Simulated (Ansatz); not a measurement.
The system is Na2S.

```
S Na
1.0
     0.00000    3.27350    3.27350
     3.27350    0.00000    3.27350
     3.27350    3.27350    0.00000
S Na
1 2
Direct
  0.00000 0.00000 0.00000
  0.75000 0.75000 0.75000
  0.25000 0.25000 0.25000
```

Base run:

| Property | Result |
| --- | --- |
| Program | Ansatz 0.2.0 |
| Functional | PBEsol |
| Potentials or basis | all-electron LAPW, scalar-relativistic |
| Cutoff | 143 eV (chosen from the basis error) |
| Basis error allowed | 0.002 eV/atom |
| k mesh | 7 × 7 × 7 |
| Occupations | fermi-dirac, width 0.05 eV |
| Spin | no spin polarisation |

Its results: band gap on the k mesh 2.36 eV, direct; pressure -0.6 GPa.

The run is repeated on the same cell with these changes: functional from PBEsol to LDA. What comes out?

Band gap on the k mesh 2.24 eV, direct; pressure -2.1 GPa.

LDA binds more tightly than PBEsol, so the same cell stands under less pressure.
